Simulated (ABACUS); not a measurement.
# Fe (P6_3/mmc) in ABACUS: notebook

Runs on Fe. Level: PBE. Tasks: single point, relaxation of cell and atoms.

Everything below comes from runs of ABACUS 3.10.1. Logs are shortened: lines on timing, memory, paths and dates and some standing lists are left out, and cuts for length are marked.

### Step 1. The structure

Symmetry: P6_3/mmc, No. 194, hexagonal system. Conventional cell: a = 2.434 Å, b = 2.434 Å, c = 3.842 Å, α = 90.00°, β = 90.00°, γ = 120.00°. Around Fe (site symmetry -6m2) lie 12 Fe at 2.38 to 2.43 Å.

This isn't the form of Fe at room conditions, which is bcc.

### Step 2. Single point, PBE, collinear spin, ferromagnetic start

Contents of run_abacus.py:

```python
"""ABACUS run from a structure file: ASE reads it, the script writes STRU, KPT and INPUT."""
import re
import subprocess
from ase.io import read
from ase.units import Bohr

atoms = read("Fe.cif")
atoms = atoms[(-atoms.numbers).argsort(kind="stable")]  # ABACUS lists atoms element by element
pseudo = {'Fe': 'Fe.upf'}
orbital = {}
magmoms = [3.0, 3.0]
kmesh = [10, 10, 6]
params = {
    'suffix': 'Fe',
    'calculation': 'scf',
    'basis_type': 'pw',
    'pseudo_dir': './',
    'symmetry': 1,
    'dft_functional': 'pbe',
    'ecutwfc': 90,
    'pseudo_rcut': 10,
    'nspin': 2,
    'nbands': 29,
    'ks_solver': 'dav',
    'smearing_method': 'fd',
    'smearing_sigma': 0.00367493,
    'scf_thr': 1e-08,
    'scf_nmax': 100,
    'mixing_type': 'broyden',
    'mixing_beta': 0.4,
    'cal_force': 1,
    'cal_stress': 1,
    'out_chg': 1,
    'kpar': 4,
}

symbols = atoms.get_chemical_symbols()
elements = list(dict.fromkeys(symbols))
lines = ["ATOMIC_SPECIES"] + [f"{e} {atoms.get_masses()[symbols.index(e)]:.4f} {pseudo[e]}" for e in elements]
if orbital:
    lines += ["", "NUMERICAL_ORBITAL"] + [orbital[e] for e in elements]
lines += ["", "LATTICE_CONSTANT", f"{1 / Bohr:.10f}", "", "LATTICE_VECTORS"]
lines += [" ".join(f"{x:.10f}" for x in v) for v in atoms.cell]
lines += ["", "ATOMIC_POSITIONS", "Direct"]
for e in elements:
    lines += ["", e, "0.0", str(symbols.count(e))]
    for i, p in enumerate(atoms.get_scaled_positions(wrap=False)):
        if symbols[i] == e:
            mag = "" if magmoms is None else " mag " + " ".join(str(x) for x in (magmoms[i] if isinstance(magmoms[i], list) else [magmoms[i]]))
            lines.append(" ".join(f"{x:.10f}" for x in p) + " 1 1 1" + mag)
open("STRU", "w").write("\n".join(lines) + "\n")
open("KPT", "w").write("K_POINTS\n0\nGamma\n%d %d %d 0 0 0\n" % tuple(kmesh))
open("INPUT", "w").write("INPUT_PARAMETERS\n" + "".join(f"{k:<20s}{v}\n" for k, v in params.items()))

done = subprocess.run(['mpirun', '-np', '4', 'abacus'])
if done.returncode:
    raise SystemExit(done.returncode)
log = open("OUT.Fe/running_scf.log").read()
print("final energy (eV):", re.findall(r"FINAL_ETOT_IS (\S+)", log))
```

Contents of Fe.cif:

```cif
data_Fe
_cell_length_a 2.43415759
_cell_length_b 2.43415759
_cell_length_c 3.84193447
_cell_angle_alpha 90.00000000
_cell_angle_beta 90.00000000
_cell_angle_gamma 120.00000000
_space_group_name_H-M_alt 'P1'
_space_group_name_Hall 'P 1'
_space_group_IT_number 1
loop_
_space_group_symop_operation_xyz
'x,y,z'
loop_
_atom_site_label
_atom_site_type_symbol
_atom_site_symmetry_multiplicity
_atom_site_Wyckoff_symbol
_atom_site_fract_x
_atom_site_fract_y
_atom_site_fract_z
_atom_site_occupancy
Fe1 Fe 1 a 0.6666666667 0.3333333333 0.7500000000 1
Fe2 Fe 1 a 0.3333333333 0.6666666667 0.2500000000 1
```

Potentials or basis: PseudoDojo NC SR 0.4.1 PBE standard, plane waves.

Launch:

```bash
$ OMP_NUM_THREADS=1 python run_abacus.py > log
```

running log:

```text
ABACUS v3.10.1

               Atomic-orbital Based Ab-initio Computation at UStc

 ------------------------------------------------------------------------------------

 READING GENERAL INFORMATION
                           global_out_dir = OUT.Fe/
                           global_in_card = INPUT
                               pseudo_dir = ./
                              orbital_dir =
                                    DSIZE = 4
                                    GSIZE = 1

 READING UNITCELL INFORMATION
                                    ntype = 1
                  lattice constant (Bohr) = 1.88973
              lattice constant (Angstrom) = 1

 READING ATOM TYPE 1
                               atom label = Fe
                      L=0, number of zeta = 1
                      L=1, number of zeta = 1
                      L=2, number of zeta = 1
             number of atom for this type = 2
               magnetization of element 1 = 3

                        TOTAL ATOM NUMBER = 2
DIRECT COORDINATES
    atom                   x                   y                   z     mag                  vx                  vy                  vz
taud_Fe1            0.6666666667        0.3333333333        0.7500000000  3.0000        0.0000000000        0.0000000000        0.0000000000
taud_Fe2            0.3333333333        0.6666666667        0.2500000000  3.0000        0.0000000000        0.0000000000        0.0000000000

                          Volume (Bohr^3) = 133.038
                             Volume (A^3) = 19.7141

 Lattice vectors: (Cartesian coordinate: in unit of a_0)
             +2.43416                  +0                  +0
             -1.21708            +2.10804                  +0
                   +0                  +0            +3.84193
 Reciprocal vectors: (Cartesian coordinate: in unit of 2 pi/a_0)
             +0.41082           +0.237187                  -0
                   -0           +0.474374                  -0
                   +0                  -0           +0.260286
 The esolver type has been set to : ksdft_pw

                PAO radial cut off (Bohr) = 10

 Read in pseudopotential file is Fe.upf
                     pseudopotential type = NC
          exchange-correlation functional = PBE
                 nonlocal core correction = 1
                        valence electrons = 16
                                     lmax = 2
                           number of zeta = 4
                     number of projectors = 6
                           L of projector = 0
                           L of projector = 0
                           L of projector = 1
                           L of projector = 1
                           L of projector = 2
                           L of projector = 2
     initial pseudo atomic orbital number = 20
 The readin total magnetization is 6

 SETUP THE ELECTRONS NUMBER
            electron number of element Fe = 16
      total electron number of element Fe = 32
            AUTOSET number of electrons:  = 32
                           occupied bands = 16
                                   NBANDS = 29
                                   NLOCAL = 18

%%%%%%%%%%%%%%%%%%%%%%%%%%%%%%%%%%%%%%%%%%%%%%%%%%%%%%%%%%%%%%%%%%%%%%%%%%%%%%%%%%%%%%%%%%%%%%%%%%%%%%%%%%
 Warning: the number of valence electrons in pseudopotential > 8 for Fe: [Ar] 3d6 4s2
 Pseudopotentials with additional electrons can yield (more) accurate outcomes, but may be less efficient.
 If you're confident that your chosen pseudopotential is appropriate, you can safely ignore this warning.
%%%%%%%%%%%%%%%%%%%%%%%%%%%%%%%%%%%%%%%%%%%%%%%%%%%%%%%%%%%%%%%%%%%%%%%%%%%%%%%%%%%%%%%%%%%%%%%%%%%%%%%%%%

 SETUP THE PLANE WAVE BASIS
 energy cutoff for charge/potential (unit:Ry) = 360
            fft grid for charge/potential = [ 27, 27, 45 ]
                        fft grid division = [ 1, 1, 1 ]
        big fft grid for charge/potential = [ 27, 27, 45 ]
                                     nbxx = 32805
                                     nrxx = 32805

 SETUP PLANE WAVES FOR CHARGE/POTENTIAL
                    number of plane waves = 15319
                         number of sticks = 517

 PARALLEL PW FOR CHARGE/POTENTIAL
     PROC   COLUMNS(POT)             PW
        1            517          15319
 --------------- sum -------------------
        1            517          15319
                            number of |g| = 796
                                  max |g| = 32.5583
                                  min |g| = 0

----------- Double Check Mixing Parameters Begin ------------
mixing_type: broyden
mixing_beta: 0.4
[... 42 lines left out ...]
                                       C2 = 7
                                       C3 = 2
                                       C4 = 0
                                       C6 = 2
                                       S1 = 7
                                       S3 = 2
[... 18 lines left out ...]
                       right hand lattice = 1
                        ROTATION MATRICES = 24
                               nkstot_ibz = 56
K-POINTS REDUCTION ACCORDING TO SYMMETRY
     IBZ    DIRECT_X    DIRECT_Y    DIRECT_Z  WEIGHT  ibz2bz
       1  0.00000000  0.00000000  0.00000000  0.0017       0
       2 -0.10000000  0.10000000  0.00000000  0.0100       1
       3 -0.20000000  0.20000000  0.00000000  0.0100       2
       4 -0.30000000  0.30000000  0.00000000  0.0100       3
       5 -0.40000000  0.40000000  0.00000000  0.0100       4
       6  0.50000000  0.50000000  0.00000000  0.0050       5
[... 22 lines left out ...]
      29  0.00000000  0.00000000  0.33333333  0.0033     200
      30 -0.10000000  0.10000000  0.33333333  0.0200     201
[... 26 further k points ...]

                               nkstot now = 56
[... K-POINTS DIRECT COORDINATES: 56 rows ...]

           k-point number in this process = 14
       minimum distributed K point number = 14
[... stars of the k points ...]
                             nks(nspin=2) = 28
                          nkstot(nspin=2) = 112

[... K-POINTS CARTESIAN COORDINATES: 28 rows ...]

[... K-POINTS DIRECT COORDINATES: 28 rows ...]

 SETUP PLANE WAVES FOR WAVE FUNCTIONS
     energy cutoff for wavefunc (unit:Ry) = 90
              fft grid for wave functions = [ 27, 27, 45 ]
                    number of plane waves = 2851
                         number of sticks = 163

 PARALLEL PW FOR WAVE FUNCTIONS
     PROC   COLUMNS(POT)             PW
        1            163           2851
 --------------- sum -------------------
        1            163           2851

 SETUP NONLOCAL PSEUDOPOTENTIALS IN PLANE WAVE BASIS
 Fe non-local projectors:
 projector 1 L=0
 projector 2 L=0
 projector 3 L=1
 projector 4 L=1
 projector 5 L=2
 projector 6 L=2
      TOTAL NUMBER OF NONLOCAL PROJECTORS = 36

 Init Non-Local PseudoPotential table :
 Init Non-Local-Pseudopotential done.

                                     npwx = 1929

 Make real space PAO into reciprocal space.
       max mesh points in Pseudopotential = 1001
     dq(describe PAO in reciprocal space) = 0.01
                                    max q = 1143

 number of pseudo atomic orbitals for Fe is 4
WARNING: norm of atomic wavefunction # 4 of atomic type Fe is 0.999905, renormalized

 -------------------------------------------
 SELF-CONSISTENT
 -------------------------------------------
                                 init_chg = atomic

 PW ALGORITHM --------------- ION=   1  ELEC=   1--------------------------------
 Notice: Threshold on eigenvalues was too large.
 hsover_error=0.32 > DRHO=0.0906488
 Origin diag ethr = 0.01
 New diag ethr = 0.000283277
          total magnetism (Bohr mag/cell) = 4.38948
       absolute magnetism (Bohr mag/cell) = 4.40563
                        nelec for spin up = 18.1947
                      nelec for spin down = 13.8053

 Density error is 0.0909813309277
                          Error Threshold = 0.000283277434311
----------------------------------------------------------
     Energy           Rydberg                 eV
----------------------------------------------------------
 E_KohnSham     -501.2606798780      -6820.0014296950
 E_Harris       -504.2169636646      -6860.2237340971
 E_Fermi        1.6604358780         22.5913891042
----------------------------------------------------------
[... 151 lines left out ...]
 Density error is 9.13851612675e-10
                          Error Threshold = 6.1251810039e-11
----------------------------------------------------------
     Energy           Rydberg                 eV
----------------------------------------------------------
 E_KohnSham     -501.3284115155      -6820.9229658991
 E_KS(sigma->0) -501.3275406714      -6820.9111174584
 E_Harris       -501.3283489001      -6820.9221139729
 E_band         -24.0396343650       -327.0760052010
 E_one_elec     -178.0338616115      -2422.2749548594
 E_Hartree      112.6376344243       1532.5136374117
 E_xc           -71.0339553272       -966.4665439276
 E_Ewald        -364.8964873131      -4964.6714076424
 E_entropy(-TS) -0.0017416880        -0.0236968814
 E_descf        0.0000000000         0.0000000000
 E_exx          0.0000000000         0.0000000000
 E_Fermi        1.6176818010         22.0096900451
----------------------------------------------------------

 charge density convergence is achieved
 final etot is -6820.9229659 eV
 EFERMI = 22.009690045 eV

 STATE ENERGY(eV) AND OCCUPATIONS    NSPIN == 2
SPIN UP :
 1/14 kpoint (Cartesian) = 0.0000 0.0000 0.0000 (1899 pws)
       1       -65.3432     0.00166667
       2       -65.1874     0.00166667
       3       -31.7291     0.00166667
       4       -31.1101     0.00166667
       5       -31.1101     0.00166667
       6       -31.0010     0.00166667
[... 176 lines left out ...]
      28        48.9752        0.00000
      29        51.5232        0.00000

[... levels at 22 further k points ...]

------------------------------------------------------------------------------------------
 TOTAL-FORCE (eV/Angstrom)
------------------------------------------------------------------------------------------
                       Fe1         0.0000000000         0.0000000000         0.0000000000
                       Fe2         0.0000000000         0.0000000000         0.0000000000
------------------------------------------------------------------------------------------

----------------------------------------------------------------
 TOTAL-STRESS (KBAR)
----------------------------------------------------------------
       106.7080690256        -0.0000000000        -0.0000000000
         0.0000000000       106.7080690210         0.0000000000
        -0.0000000000         0.0000000000        96.5192435006
----------------------------------------------------------------
 TOTAL-PRESSURE: 103.311794 KBAR

 --------------------------------------------
 !FINAL_ETOT_IS -6820.9229658990825556 eV
 --------------------------------------------
```

It took 36 s on 4 MPI ranks of Intel Xeon Platinum 8259CL at 2.50GHz (Skylake/Cascade Lake), shared host; peak memory 0.4 GiB.

What came out:

* Free energy: -6820.9230 eV
* Pressure: 10.3 GPa
* Band gap on the k mesh: none (metal or under the smearing width)
* Net moment: 0.00 μB per cell
* Absolute moment: 0.00 μB per cell

Levels at points of the mesh, in eV from the Fermi level:
Spin up:
```
           k point  band 12  band 13  band 14  band 15  band 16  band 17  band 18  band 19  band 20  band 21
(0.00, 0.00, 0.00)    -1.76    -1.62    -1.26    -1.26    -0.91    -0.91     0.45     0.75     0.75     9.09
(0.50, 0.50, 0.00)    -2.22    -2.09    -1.62    -1.14     0.86     1.11     1.15     2.77     4.96    11.48
(0.00, 0.00, 0.50)    -2.21    -1.89    -1.89    -1.89    -1.89     0.34     0.34     0.34     0.34    17.40
(0.50, 0.50, 0.50)    -3.35    -0.70    -0.70     0.06     0.06     1.01     1.01     2.50     2.50     9.50
```
Spin down:
```tsv
k point	band 14	band 15	band 16	band 17	band 18	band 19
(0.00, 0.00, 0.00)	-1.26	-1.26	-0.91	-0.91	0.45	0.75
(0.50, 0.50, 0.00)	-1.62	-1.14	0.86	1.11	1.15	2.77
(0.00, 0.00, 0.50)	-1.89	-1.89	-1.89	0.34	0.34	0.34
(0.50, 0.50, 0.50)	-0.70	0.06	0.06	1.01	1.01	2.50
```

Caveat: the starting moments collapsed, and a magnetic state may lie lower.

### Step 3. Relaxation of cell and atoms, PBE, collinear spin, ferromagnetic start

Contents of run_abacus.py:

```python
"""Relaxation by an ASE optimiser with ABACUS as a small file-based calculator."""
import re
import subprocess
import numpy as np
from ase.calculators.calculator import Calculator, all_changes
from ase.filters import FrechetCellFilter
from ase.io import read
from ase.optimize import BFGS
from ase.stress import full_3x3_to_voigt_6_stress
from ase.units import Bohr, GPa

atoms = read("POSCAR")
atoms = atoms[(-atoms.numbers).argsort(kind="stable")]  # ABACUS lists atoms element by element
pseudo = {'Fe': 'Fe.upf'}
orbital = {}
magmoms = [3.0, 3.0]
kmesh = [10, 10, 6]
params = {
    'suffix': 'Fe',
    'calculation': 'scf',
    'basis_type': 'pw',
    'pseudo_dir': './',
    'symmetry': 1,
    'dft_functional': 'pbe',
    'ecutwfc': 90,
    'pseudo_rcut': 10,
    'nspin': 2,
    'nbands': 23,
    'ks_solver': 'dav',
    'smearing_method': 'fd',
    'smearing_sigma': 0.00367493,
    'scf_thr': 1e-08,
    'scf_nmax': 100,
    'mixing_type': 'broyden',
    'mixing_beta': 0.4,
    'cal_force': 1,
    'cal_stress': 1,
    'kpar': 4,
}

def write_input(atoms):
    symbols = atoms.get_chemical_symbols()
    elements = list(dict.fromkeys(symbols))
    lines = ["ATOMIC_SPECIES"] + [f"{e} {atoms.get_masses()[symbols.index(e)]:.4f} {pseudo[e]}" for e in elements]
    if orbital:
        lines += ["", "NUMERICAL_ORBITAL"] + [orbital[e] for e in elements]
    lines += ["", "LATTICE_CONSTANT", f"{1 / Bohr:.10f}", "", "LATTICE_VECTORS"]
    lines += [" ".join(f"{x:.10f}" for x in v) for v in atoms.cell]
    lines += ["", "ATOMIC_POSITIONS", "Direct"]
    for e in elements:
        lines += ["", e, "0.0", str(symbols.count(e))]
        for i, p in enumerate(atoms.get_scaled_positions(wrap=False)):
            if symbols[i] == e:
                mag = "" if magmoms is None else " mag " + " ".join(str(x) for x in (magmoms[i] if isinstance(magmoms[i], list) else [magmoms[i]]))
                lines.append(" ".join(f"{x:.10f}" for x in p) + " 1 1 1" + mag)
    open("STRU", "w").write("\n".join(lines) + "\n")
    open("KPT", "w").write("K_POINTS\n0\nGamma\n%d %d %d 0 0 0\n" % tuple(kmesh))
    open("INPUT", "w").write("INPUT_PARAMETERS\n" + "".join(f"{k:<20s}{v}\n" for k, v in params.items()))

class Abacus(Calculator):
    implemented_properties = ["energy", "free_energy", "forces", "stress"]

    def calculate(self, atoms=None, properties=("energy",), system_changes=all_changes):
        super().calculate(atoms, properties, system_changes)
        write_input(self.atoms)
        subprocess.run(['mpirun', '-np', '4', 'abacus'], check=True)
        log = open("OUT.Fe/running_scf.log").read()
        if "charge density convergence is achieved" not in log:
            raise RuntimeError("SCF not converged")
        rows = lambda title, n: np.array([l.split()[-3:] for l in log.split(title)[-1].split("\n")[2:2 + n]], float)
        energy = float(re.findall(r"FINAL_ETOT_IS (\S+)", log)[-1])
        stress = -rows("TOTAL-STRESS", 3) / 10 * GPa  # ABACUS prints kbar, compression positive
        self.results = dict(energy=energy, free_energy=energy, forces=rows("TOTAL-FORCE", len(self.atoms)), stress=full_3x3_to_voigt_6_stress(stress))

atoms.calc = Abacus()
opt = BFGS(FrechetCellFilter(atoms), logfile="opt.log", trajectory="relax.traj")
print("optimiser converged:", opt.run(fmax=0.03, steps=60))
```

Contents of POSCAR:

```
Fe
1.0
    2.4341575853      0.0000000000      0.0000000000
   -1.2170787927      2.1080423057      0.0000000000
    0.0000000000      0.0000000000      3.8419344700
Fe
2
Direct
    0.6666666667      0.3333333333      0.7500000000
    0.3333333333      0.6666666667      0.2500000000
```

Potentials or basis: PseudoDojo NC SR 0.4.1 PBE standard, plane waves.

Launch:

```bash
$ OMP_NUM_THREADS=1 python run_abacus.py > log
```

Wall time 4.8 min (4 MPI ranks of Intel Xeon Platinum 8259CL at 2.50GHz (Skylake/Cascade Lake), shared host); peak memory 0.4 GiB.

Results (log left out):

- Free energy: -6820.9443 eV
- Relaxed volume: 10.19 Å³/atom
- Relaxed cell: a = 2.462 Å, b = 2.462 Å, c = 3.880 Å, α = 90.00°, β = 90.00°, γ = 120.00°
- Space group after relaxing (to 0.05 Å): P6_3/mmc (No. 194)
- Energy gained by relaxing: 10.7 meV/atom
- Ionic steps: 4
- Pressure after relaxing: 0.0 GPa
- Band gap on the k mesh: none (metal or under the smearing width)
- Net moment: 0.00 μB per cell
- Absolute moment: 0.00 μB per cell

Stress tensor (GPa, compression positive):
```
 0.18  0.00  0.00
 0.00  0.18  0.00
 0.00  0.00 -0.34
```

The path:
```csv
step,energy change (eV),largest force (eV/Å),pressure (GPa),volume (Å³)
1,0.0000,0.0000,10.37,19.71
2,-0.0139,0.0000,5.85,19.99
3,-0.0213,0.0000,0.27,20.35
4,-0.0213,0.0000,0.01,20.37
```

Final structure:
```xyz
2
Lattice="2.4625 0.0000 0.0000 -1.2312 2.1326 0.0000 0.0000 0.0000 3.8798" Properties=species:S:1:pos:R:3 pbc="T T T"
Fe    1.2312    0.7109    2.9099
Fe    0.0000    1.4217    0.9700
```

Levels at points of the mesh, in eV from the Fermi level:
Spin up:
```tsv
k point	band 14	band 15	band 16	band 17	band 18	band 19
(0.00, 0.00, 0.00)	-1.20	-1.20	-0.87	-0.87	0.45	0.72
(0.50, 0.50, 0.00)	-1.54	-1.08	0.82	1.05	1.10	2.65
(0.00, 0.00, 0.50)	-1.80	-1.80	-1.80	0.33	0.33	0.33
(0.50, 0.50, 0.50)	-0.67	0.06	0.06	0.96	0.96	2.41
```
Spin down:
```
           k point  band 12  band 13  band 14  band 15  band 16  band 17  band 18  band 19
(0.00, 0.00, 0.00)    -1.68    -1.53    -1.20    -1.20    -0.87    -0.87     0.45     0.72
(0.50, 0.50, 0.00)    -2.15    -2.00    -1.54    -1.08     0.81     1.05     1.10     2.65
(0.00, 0.00, 0.50)    -2.11    -1.80    -1.80    -1.80    -1.80     0.33     0.33     0.33
(0.50, 0.50, 0.50)    -3.19    -0.67    -0.67     0.06     0.06     0.96     0.96     2.41
```

Caveat: the starting moments collapsed, and a magnetic state may lie lower.
